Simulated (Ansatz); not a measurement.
# ZnS (Wurtzite-2H) (P6_3mc) in Ansatz: settings compared, part 2 of 3

Ansatz 0.2.0. Earlier steps stand in the parts before.

### 3 Band structure, r2SCAN0

input.yaml reads:

```yaml
crystal:
  lattice:
    - [3.811, 0.0, 0.0]
    - [-1.9055, 3.3004228138, 0.0]
    - [0.0, 0.0, 6.234]
  atoms:
    - { symbol: Zn, position: [0.6666666667, 0.3333333333, 0.5] }
    - { symbol: Zn, position: [0.3333333333, 0.6666666667, 0.0] }
    - { symbol: S, position: [0.6666666667, 0.3333333333, 0.885] }
    - { symbol: S, position: [0.3333333333, 0.6666666667, 0.385] }
hamiltonian:
  xc: r2scan0
  pseudopotentials: { kind: paw }
kpoints:
  mp_grid: { grid: [4, 4, 3] }
  band_path:
    path:
      - [[0.0, 0.0, 0.0], [0.5, 0.0, 0.0], [0.3333333333, 0.3333333333, 0.0], [0.0, 0.0, 0.0], [0.0, 0.0, 0.5], [0.5, 0.0, 0.5], [0.3333333333, 0.3333333333, 0.5], [0.0, 0.0, 0.5]]
      - [[0.5, 0.0, 0.5], [0.5, 0.0, 0.0]]
      - [[0.3333333333, 0.3333333333, 0.0], [0.3333333333, 0.3333333333, 0.5]]
    npoints: 4
scf:
  occupations: { method: fermi_dirac, width: 0.05 }
  n_extra_bands: 10
output:
  forces: true
  stress: true
  eigenvalues: true
  fatbands: false
  write_density: true
  write_potential: true
  elf: true
  volumetric_format: npy
```

Potentials or basis: Ansatz PAW.

Started as:

```console
ansatz run input.yaml --threads 2 --pin off --max-ram 5632MiB --backend cpu --events-out ev --progress --plain --runs-dir out
```

The log of the run:

```text
Warning: output.stress: scf.convergence.dr2_threshold = 1e-7 eV (the SCF's general default) is looser than the 4e-10 eV advised for a printed stress (1e-10 eV for each atom of the cell: 4). What an SCF threshold leaves in a stress goes as its square root, and in the free energy as the threshold itself, and one threshold admits the most on a small cell: of the crystals measured, under no hybrid functional and no lock of the moments, on runs that ended without the residual-converged pass, on stresses that held no estimate of that error, the worst erred by over 100 MPa in a component at 1e-7 eV an atom and by under 5 at 1e-10. Set scf.convergence.dr2_threshold to 4e-10 eV or tighter. The threshold is an SCF's pass mark: one that does not reach it within its budget of iterations ends unconverged, or closes short of it on a stop that the run arms, and scf.convergence.dr2_threshold's page says what that costs each kind of run
Warning: output.stress: scf.exx.energy_threshold = 1e-6 eV is looser than the 4e-8 eV advised for a stress under a hybrid functional (1e-8 eV for each atom of the cell: 4). Every SCF of the exchange loop can meet its threshold on dr2 while the loop round them stops early: no threshold on dr2 bounds what that leaves in the stress. Set scf.exx.energy_threshold to 4e-8 eV or tighter. The threshold is the loop's pass mark: a loop that does not reach it within its budget of cycles ends unconverged, and scf.exx.energy_threshold's page has the law
Warning: RAYON_NUM_THREADS=2 ignored (pool sized by the plan → 2); use --threads N
scf.n_extra_bands = 10 over 18 filled bands (N_el = 36.0): the run solves 28 bands
Engine: ansatz 0.2.0, x86_64-unknown-linux-gnu
Pseudopotentials: kind: paw
Pseudopotential: Zn, paw, valence charge 12, recommended cutoff 500 eV (meta_gga), Zn.paw.azcp
Pseudopotential: S, paw, valence charge 6, recommended cutoff 500 eV (meta_gga), S.paw.azcp
Functional definition: r2SCAN0
  parameter a = 0.25
  parameter k0 = 0.174
  parameter k1 = 0.065
  parameter a1 = 4.9479
  exchange = (1 - a)*r2scan_x(k0 = k0, k1 = k1, a1 = a1) + a*exact_x
  correlation = r2scan_c
Crystal: 4 atoms, lattice volume = 78.411 Å³
Basis set: ecut = 500 eV, 1973 PW (Γ), exchange–correlation on 120×120×192 points (64 copies of the dense FFT grid, shifted against one another)
Bands: 28, of which v1, the nominal top of the filled ones, is band 18 counted from 1 (17 counted from 0)
Symmetry: 12 space group operations
Space group: P63mc (ITA 186), of the structure as read, at distance tolerance 4.3e-5 Å
k-points: 8 of 48 (time reversal used)
Non-local potential: Zn, projectors of the file, l = 0: 2, l = 1: 2, l = 2: 3, l = 3: 1
Non-local potential: S, projectors of the file, l = 0: 2, l = 1: 2, l = 2: 2
PAW form: soft (Blöchl's): semilocal exchange-correlation on the pseudo side does not see the compensation charge
PAW frozen core: Zn, regenerated for the run's functional, and the local potential with it (the file was generated under x = pbe(κ = 0.804, μ = 0.2195149727645171), c = pbe(β = 0.06672455060314922))
PAW frozen core: S, regenerated for the run's functional, and the local potential with it (the file was generated under x = pbe(κ = 0.804, μ = 0.2195149727645171), c = pbe(β = 0.06672455060314922))
[... 43 lines left out ...]
Free energy (F): -8463.713366 eV
Frozen-core exchange: fock
Harris-Foulkes:  -8463.713366 eV  (|F-HF|=3.64e-12)
Internal energy: -8463.713366 eV  (E = F + TS)
E sigma→0 (E₀):  -8463.713366 eV
Fermi energy:    6.876746 eV
--- Per-component energies (eV) ---
  E_band       = -77.683157
  E_kinetic    = 475.118712
  E_local      = -4109.287490  (includes V_loc(G=0)·N_el)
  E_nonlocal   = 1300.543980
  E_hartree    = 1732.332821
  E_xc         = -333.487675
  E_vxc        = -225.620787  (∫ρ·V_xc dr)
  E_exx        = -121.653507  (= α·E_x^exact, valence–valence)
  E_paw        = -4899.683920  (= ΣΔE_a)
  E_vpaw       = -748.994062  (= ΣTr[D̂ρ^β])
  E_aug_tail   = -0.000123  (compensation charges beyond the density's cutoff)
  E_vtau       = 9.197903  (kinetic-family band-sum trace: ∫τ·v_τ [+ j·A + Jᵃ·Aᵃ] dr)
  E_ewald      = -2508.163419
  E_core_change = 0.567254  (= ΣΔE_core)
  E_smearing   = -0.000000  (= −TS)
  E_closure    = -0.000000  (closes the sum)
  Σ components = -8463.713366   (vs F -8463.713366, Δ=1.82e-12)
--- Forces (eV/Å), atoms counted from 1 ---
  atom   1  Zn     0.00000000     0.00000000     0.33318516
  atom   2  Zn    -0.00000000    -0.00000000     0.33318516
  atom   3  S     -0.00000000     0.00000000    -0.33320645
  atom   4  S      0.00000000    -0.00000000    -0.33320645
  max |Σ_I F_I| component: 4.26e-5 eV/Å
--- Stress (GPa, compression-positive) ---
        1.264124       0.000000       0.000000
        0.000000       1.264124       0.000000
        0.000000       0.000000      -1.189071
  P = ⅓ Tr σ = 0.4464 GPa (4.464 kbar)
--- Band table (eV; the first three rows and the last of 8) ---
  k-point 0: bands = ["-10.1527", "-9.1525", "-3.5469", "-3.5469", "-3.4936", "-3.4815", "-3.4815", "-3.1146", "-3.1146", "-3.0467", "-3.0467", "-2.8324", "-1.0143", "3.6457", "3.6457", "4.5692", "4.5692", "4.6146", "9.1090", "9.8741", "13.2176", "13.2176", "13.5647", "14.6514", "14.6514", "16.3905", "17.0281", "17.0281"]
  k-point 1: bands = ["-9.9295", "-9.4326", "-3.5348", "-3.5348", "-3.5022", "-3.5022", "-3.4623", "-3.2316", "-3.0943", "-3.0943", "-3.0603", "-3.0603", "0.3484", "2.8659", "3.8626", "3.8626", "4.3231", "4.3231", "10.1851", "10.3175", "13.1601", "13.3783", "13.3783", "14.0529", "14.0529", "14.9063", "18.1172", "18.1172"]
  k-point 2: bands = ["-9.7255", "-8.9365", "-3.5006", "-3.4712", "-3.4279", "-3.3772", "-3.3753", "-3.1558", "-3.1151", "-3.1095", "-3.0332", "-2.7330", "-0.4570", "1.3148", "2.1580", "2.8201", "4.0335", "4.0375", "10.7900", "10.9463", "12.8200", "13.4541", "14.1412", "14.7427", "15.5013", "15.9872", "16.4765", "17.0006"]
  k-point 7: bands = ["-9.0603", "-8.8745", "-3.4159", "-3.3822", "-3.3261", "-3.3100", "-3.2196", "-3.2057", "-3.0866", "-3.0827", "-2.9130", "-2.7448", "-0.4871", "-0.0765", "1.4026", "2.1364", "2.4829", "3.3891", "11.3312", "11.7013", "13.0213", "13.2763", "13.8785", "14.6451", "15.4586", "16.3208", "18.2159", "19.5352"]
```

bands.tsv:

```text
# k_distance	band_0	band_1	band_2	band_3	band_4	band_5	band_6	band_7	band_8	band_9	band_10	band_11	band_12	band_13	band_14	band_15	band_16	band_17	band_18	band_19	band_20	band_21	band_22	band_23	band_24	band_25	band_26	band_27
[... 58 lines left out ...]
6.586995	-15.742820	-15.742820	-10.271215	-10.218192	-10.218192	-10.182158	-10.024384	-10.024384	-9.999393	-9.989515	-9.575612	-9.575612	-7.418456	-7.418456	-6.044136	-5.374660	-3.773670	-3.773670	4.756463	4.756463	5.416177	7.006076	7.638062	7.638062	9.855520	9.945221	10.789318	10.789318
6.712981	-15.740274	-15.740274	-10.226443	-10.226443	-10.225726	-10.225726	-10.025442	-10.025442	-9.997158	-9.997158	-9.569827	-9.569827	-7.479979	-7.479979	-5.721883	-5.721883	-3.618505	-3.618505	4.519772	4.519772	6.244149	6.244149	7.634420	7.634420	9.770948	9.770949	10.754069	10.754069
```

rho_z.tsv:

```text
# z_ang	rho[e/angstrom^3]
# format = ansatz-planar-average/11
# lattice	3.811000000	0.000000000	0.000000000
# lattice	-1.905500000	3.300422814	0.000000000
# lattice	0.000000000	0.000000000	6.234000000
# sites	4
# site	30	1.905500000	1.100140938	3.117000000
# site	30	0.000000000	2.200281876	0.000000000
# site	16	1.905500000	1.100140938	5.517090000
# site	16	0.000000000	2.200281876	2.400090000
0.000000	1.455970e0
0.129875	1.229596e0
0.259750	8.144122e-1
0.389625	4.678954e-1
0.519500	2.694971e-1
0.649375	1.706169e-1
[... 40 lines left out ...]
5.974250	9.918935e-1
6.104125	1.325603e0
```

It took 10 min on 2 threads of Intel Xeon at 2.50GHz (Skylake/Cascade Lake), shared host; peak memory 1.2 GiB.

Results:

```
Free energy             : -8463.7134 eV
Pressure                : 0.4 GPa
Largest force           : 0.333 eV/Å
Band gap on the k mesh  : 4.49 eV, direct
Band gap along the path : 4.49 eV, direct
```

Forces in eV/Å, atoms in the order of the input:
```
Zn   0.000  0.000  0.333
Zn   0.000  0.000  0.333
S    0.000  0.000 -0.333
S    0.000  0.000 -0.333
```

Levels at the corners of the path, in eV from the valence-band top:
```tsv
point	band 16	band 17	band 18	band 19	band 20	band 21
Γ	-0.05	-0.05	0.00	4.49	5.26	8.60
M	-2.47	-1.71	-1.09	5.66	6.59	7.15
K	-2.47	-2.44	-2.44	6.31	8.51	8.51
Γ	-0.05	-0.05	0.00	4.49	5.26	8.60
A	-0.53	-0.53	-0.53	5.83	5.83	9.04
L	-1.83	-1.67	-1.67	5.69	5.69	7.32
H	-3.46	-1.36	-1.36	6.78	6.78	8.51
A	-0.53	-0.53	-0.53	5.83	5.83	9.04
L	-1.83	-1.67	-1.67	5.69	5.69	7.32
M	-2.47	-1.71	-1.09	5.66	6.59	7.15
K	-2.47	-2.44	-2.44	6.31	8.51	8.51
H	-3.46	-1.36	-1.36	6.78	6.78	8.51
```

Caveat: the k mesh is coarse (spacing up to 0.48 Å⁻¹), so the values aren't converged, least of all with exact exchange; the PAW data sets come from PBE, with cores solved anew for the run's functional, which leaves a small shift of forces and pressure; the thresholds are loose for stress.

### 4 Band structure, B3LYP

Edit input.yaml of step 3 so:

```diff
@@ -11,3 +11,3 @@
 hamiltonian:
-  xc: r2scan0
+  xc: b3lyp
   pseudopotentials: { kind: paw }
@@ -29,5 +29 @@
   fatbands: false
-  write_density: true
-  write_potential: true
-  elf: true
-  volumetric_format: npy
```

Potentials or basis: Ansatz PAW.

Started as:

```console
ansatz run input.yaml --threads 2 --pin off --max-ram 5632MiB --backend cpu --events-out ev --progress --plain --runs-dir out
```

The log of the run:

```text
Warning: output.stress: scf.convergence.dr2_threshold = 1e-7 eV (the SCF's general default) is looser than the 4e-10 eV advised for a printed stress (1e-10 eV for each atom of the cell: 4). What an SCF threshold leaves in a stress goes as its square root, and in the free energy as the threshold itself, and one threshold admits the most on a small cell: of the crystals measured, under no hybrid functional and no lock of the moments, on runs that ended without the residual-converged pass, on stresses that held no estimate of that error, the worst erred by over 100 MPa in a component at 1e-7 eV an atom and by under 5 at 1e-10. Set scf.convergence.dr2_threshold to 4e-10 eV or tighter. The threshold is an SCF's pass mark: one that does not reach it within its budget of iterations ends unconverged, or closes short of it on a stop that the run arms, and scf.convergence.dr2_threshold's page says what that costs each kind of run
Warning: output.stress: scf.exx.energy_threshold = 1e-6 eV is looser than the 4e-8 eV advised for a stress under a hybrid functional (1e-8 eV for each atom of the cell: 4). Every SCF of the exchange loop can meet its threshold on dr2 while the loop round them stops early: no threshold on dr2 bounds what that leaves in the stress. Set scf.exx.energy_threshold to 4e-8 eV or tighter. The threshold is the loop's pass mark: a loop that does not reach it within its budget of cycles ends unconverged, and scf.exx.energy_threshold's page has the law
Warning: RAYON_NUM_THREADS=2 ignored (pool sized by the plan → 2); use --threads N
scf.n_extra_bands = 10 over 18 filled bands (N_el = 36.0): the run solves 28 bands
[... 2 set-up lines as earlier in the session ...]
Pseudopotential: Zn, paw, valence charge 12, recommended cutoff 420 eV (normal), Zn.paw.azcp
Pseudopotential: S, paw, valence charge 6, recommended cutoff 420 eV (normal), S.paw.azcp
Functional definition: B3LYP
  parameter a0 = 0.2
  parameter ax = 0.72
  parameter ac = 0.81
  exchange = (1 - a0 - ax)*slater_x + ax*b88_x + a0*exact_x
  correlation = (1 - ac)*vwn_rpa_c + ac*lyp_c
Crystal: 4 atoms, lattice volume = 78.411 Å³
Basis set: ecut = 420 eV, 1521 PW (Γ), exchange–correlation on 54×54×90 points (8 copies of the dense FFT grid, shifted against one another)
Bands: 28, of which v1, the nominal top of the filled ones, is band 18 counted from 1 (17 counted from 0)
[... 2 set-up lines as earlier in the session ...]
k-points: 8 of 48 (time reversal used)
[... 5 set-up lines as earlier in the session ...]
PAW one-centre angular grid: Zn, 590 points (default); XC on 64 Gauss nodes
PAW one-centre angular grid: S, 110 points (default); XC on 64 Gauss nodes
[... 2 set-up lines as earlier in the session ...]
Functional: x = 0.1 slater + 0.9 b88, c = 0.19 vwn_rpa + 0.81 lyp, warm-up for x = 0.08 slater + 0.72 b88 + 0.2 exact, c = 0.19 vwn_rpa + 0.81 lyp
SCF iter   1: F=—  HF=-8468.442141 eV  |F-HF|=—  |Δ(HF+E_count)|=         —  Δρ=6.20e-3  dr2=3.57e-2  ethr=1.77e-3  ⟨swp⟩=13.5  Hψ=1238  notcnv=0
preconditioner: auto → none  [insulator: Δε(μ)=2.269 eV  Ē_g=13.251 eV  σ=0.050 eV  W_gap=1.00  n_scr=22 (ndim 8)  ℏωp=25.2 eV  f_vac=0.040  D(μ)=0.00/eV (n_scr^D=0)]
iter 2 solved again at ethr=3.38e-6 eV; its pass at ethr=9.90e-5 eV (dr2=1.22e-3 eV) is discarded
SCF iter   2: F=—  HF=-8468.429258 eV  |F-HF|=—  |Δ(HF+E_count)|=   1.29e-2  Δρ=1.77e-3  dr2=1.33e-3  ethr=3.38e-6  ⟨swp⟩=4.0  Hψ=1062  notcnv=0  defer=1
[... 17 lines left out ...]
  Residual-converged pass: ⟨swp⟩=4.0  Hψ=540  notcnv=0  max |occ|·‖R‖ = 6.5e-6 eV (tolerance 6.7e-6 eV)  dr2=1.75e-6  dr2_onsite=1.24e-8  max |Δocc| = 8.7e-23
hybrid outer 1: dexx = +1.410e-2 eV, tail = 3.05e-5 eV
Frozen-core exchange: fock
SCF iter   1: F=—  HF=-8471.573479 eV  |F-HF|=—  |Δ(HF+E_count)|=         —  Δρ=6.78e-5  dr2=2.27e-6  ethr=4.24e-7  ⟨swp⟩=5.1  Hψ=535  notcnv=0
preconditioner: auto → none  [insulator: Δε(μ)=3.742 eV  Ē_g=15.753 eV  σ=0.050 eV  W_gap=1.00  n_scr=22 (ndim 8)  ℏωp=25.2 eV  f_vac=0.045  D(μ)=0.00/eV (n_scr^D=0)]
SCF iter   2: F=—  HF=-8471.573479 eV  |F-HF|=—  |Δ(HF+E_count)|=   2.89e-7  Δρ=9.66e-6  dr2=2.18e-7  ethr=5.45e-9  ⟨swp⟩=4.0  Hψ=537  notcnv=0
SCF iter   3: F=—  HF=-8471.573481 eV  |F-HF|=—  |Δ(HF+E_count)|=   1.47e-6  Δρ=1.19e-5  dr2=6.33e-8  ethr=7.33e-11  ⟨swp⟩=4.2  Hψ=727  notcnv=0  defer=1
SCF iter   4: F=—  HF=-8471.573480 eV  |F-HF|=—  |Δ(HF+E_count)|=   3.06e-8  Δρ=1.74e-6  dr2=1.38e-8  ethr=7.33e-11  ⟨swp⟩=4.1  Hψ=524  notcnv=0  defer=1
SCF iter   5: F=—  HF=-8471.573481 eV  |F-HF|=—  |Δ(HF+E_count)|=   6.53e-8  Δρ=1.92e-6  dr2=2.18e-9  ethr=3.09e-12  ⟨swp⟩=4.1  Hψ=578  notcnv=0  defer=1
SCF iter   6: F=—  HF=-8471.573481 eV  |F-HF|=—  |Δ(HF+E_count)|=  5.75e-10  Δρ=9.15e-8  dr2=1.86e-9  ethr=3.09e-12  ⟨swp⟩=3.1  Hψ=453  notcnv=0  defer=1
SCF iter   7: F=-8471.573481 eV  HF=-8471.573481 eV  |F-HF|=2.91e-11  |Δ(HF+E_count)|=   6.75e-9  Δρ=1.77e-7  dr2=3.40e-11  ethr=1.00e-12  ⟨swp⟩=2.9  Hψ=383  notcnv=0
SCF 3 converged in 7 iterations: F = -8471.573481 eV  dr2 = 3.40e-11
  Residual-converged pass: ⟨swp⟩=3.0  Hψ=390  notcnv=0  max |occ|·‖R‖ = 6.1e-7 eV (tolerance 6.3e-7 eV)  dr2=3.39e-11  dr2_onsite=5.86e-12  max |Δocc| = 8.2e-27
hybrid outer 2: dexx = +7.554e-7 eV, tail = 8.39e-9 eV, Δε = 2.19e-3 eV (about 4.26e-5 eV left of the loop's levels), ΔF = 5.42e-4 eV/Å (tail 1.46e-4)
NSCF: frozen V_eff on 39 k-points
hybrid SCF converged: 2 outer / 15 inner (+3 warm-up), last move |dexx| = 7.55e-7 eV, tail = 8.39e-9 eV
Stability not checked: this state was not tested for a lower state beside it, because the functional holds exact exchange (a hybrid, or Hartree-Fock), whose exchange loop this test does not read (fock_operator; see scf.lower_state_search)
Free energy (F): -8471.573480 eV
Frozen-core exchange: fock
Harris-Foulkes:  -8471.573480 eV  (|F-HF|=2.91e-11)
Internal energy: -8471.573480 eV  (E = F + TS)
E sigma→0 (E₀):  -8471.573480 eV
Fermi energy:    7.064197 eV
--- Per-component energies (eV) ---
  E_band       = -47.197758
  E_kinetic    = 479.618907
  E_local      = -4100.818413  (includes V_loc(G=0)·N_el)
  E_nonlocal   = 1291.250771
  E_hartree    = 1725.383418
  E_xc         = -383.093999
  E_vxc        = -226.136822  (∫ρ·V_xc dr)
  E_exx        = -97.083815  (= α·E_x^exact, valence–valence)
  E_paw        = -4879.581514  (= ΣΔE_a)
  E_vpaw       = -747.710566  (= ΣTr[D̂ρ^β])
  E_aug_tail   = -0.000760  (compensation charges beyond the density's cutoff)
  E_ewald      = -2508.163419
  E_core_change = 0.915342  (= ΣΔE_core)
  E_smearing   = -0.000000  (= −TS)
  E_closure    = 0.000001  (closes the sum)
  Σ components = -8471.573480   (vs F -8471.573480, Δ=-1.82e-12)
--- Forces (eV/Å), atoms counted from 1 ---
  atom   1  Zn     0.00000000     0.00000000     0.35189033
  atom   2  Zn     0.00000000    -0.00000000     0.35189033
  atom   3  S     -0.00000000     0.00000000    -0.35190262
  atom   4  S      0.00000000    -0.00000000    -0.35190262
  max |Σ_I F_I| component: 2.46e-5 eV/Å
--- Stress (GPa, compression-positive) ---
        5.599321       0.000000      -0.000000
        0.000000       5.599321       0.000000
        0.000000       0.000000       3.180608
  P = ⅓ Tr σ = 4.7931 GPa (47.931 kbar)
--- Band table (eV; the first three rows and the last of 8) ---
  k-point 0: bands = ["-9.0072", "-8.0505", "-2.6157", "-2.6157", "-2.5631", "-2.5528", "-2.5528", "-2.2029", "-2.2029", "-2.1347", "-2.1347", "-1.9256", "-0.2666", "4.2464", "4.2464", "5.1358", "5.1358", "5.1773", "8.9193", "9.7113", "13.1002", "13.1002", "13.4267", "14.4948", "14.4948", "16.2659", "16.9999", "16.9999"]
  k-point 1: bands = ["-8.7936", "-8.3182", "-2.6043", "-2.6043", "-2.5729", "-2.5729", "-2.5355", "-2.3170", "-2.1825", "-2.1825", "-2.1484", "-2.1484", "1.0437", "3.4514", "4.4547", "4.4547", "4.8981", "4.8981", "10.0075", "10.1171", "13.0593", "13.2769", "13.2769", "13.9356", "13.9356", "14.7777", "18.0170", "18.0170"]
  k-point 2: bands = ["-8.5973", "-7.8417", "-2.5747", "-2.5424", "-2.5038", "-2.4511", "-2.4503", "-2.2431", "-2.2026", "-2.1979", "-2.1218", "-1.8315", "0.2373", "2.0006", "2.7527", "3.4544", "4.6176", "4.6194", "10.6734", "10.7852", "12.7573", "13.3609", "14.0023", "14.7812", "15.3291", "15.8445", "16.2657", "16.9335"]
  k-point 7: bands = ["-7.9587", "-7.7802", "-2.4910", "-2.4580", "-2.4025", "-2.3870", "-2.3067", "-2.2936", "-2.1744", "-2.1698", "-2.0081", "-1.8439", "0.1877", "0.5965", "2.0971", "2.8064", "3.1211", "3.9960", "11.2248", "11.7047", "12.9035", "13.2473", "13.7883", "14.4915", "15.3623", "16.1859", "18.0035", "19.1742"]
```

Wall time 8 min (2 threads of Intel Xeon at 2.50GHz (Skylake/Cascade Lake), shared host); peak memory 0.9 GiB.

Results:

- Free energy: -8471.5735 eV
- Pressure: 4.8 GPa
- Largest force: 0.352 eV/Å
- Band gap on the k mesh: 3.74 eV, direct
- Band gap along the path: 3.74 eV, direct

Forces on the atoms (eV/Å):
```
Zn   0.000  0.000  0.352
Zn   0.000  0.000  0.352
S    0.000  0.000 -0.352
S    0.000  0.000 -0.352
```

Levels at the corners of the path, in eV from the valence-band top:
```
point  band 14  band 15  band 16  band 17  band 18  band 19  band 20  band 21  band 22  band 23
    Γ    -0.93    -0.93    -0.04    -0.04     0.00     3.74     4.53     7.92     7.92     8.25
    M    -4.51    -3.32    -2.37    -1.63    -1.05     5.13     5.85     6.70     8.78     9.15
    K    -4.63    -4.07    -2.36    -2.33    -2.33     5.96     7.63     7.63     9.52     9.62
    Γ    -0.93    -0.93    -0.04    -0.04     0.00     3.74     4.53     7.92     7.92     8.25
    A    -2.98    -0.51    -0.51    -0.51    -0.51     5.07     5.07     8.37     8.37     8.37
    L    -5.30    -1.76    -1.76    -1.61    -1.61     5.12     5.12     6.73     6.73    10.72
    H    -5.11    -3.30    -3.30    -1.31    -1.31     6.12     6.12     8.06     8.06     9.08
    A    -2.98    -0.51    -0.51    -0.51    -0.51     5.07     5.07     8.37     8.37     8.37
    L    -5.30    -1.76    -1.76    -1.61    -1.61     5.12     5.12     6.73     6.73    10.72
    M    -4.51    -3.32    -2.37    -1.63    -1.05     5.13     5.85     6.70     8.78     9.15
    K    -4.63    -4.07    -2.36    -2.33    -2.33     5.96     7.63     7.63     9.52     9.62
    H    -5.11    -3.30    -3.30    -1.31    -1.31     6.12     6.12     8.06     8.06     9.08
```

Caveat: the k mesh is coarse (spacing up to 0.48 Å⁻¹), so the values aren't converged, least of all with exact exchange; the PAW data sets come from PBE, with cores solved anew for the run's functional, which leaves a small shift of forces and pressure; the thresholds are loose for stress.

(Continued in part 3 of 3.)
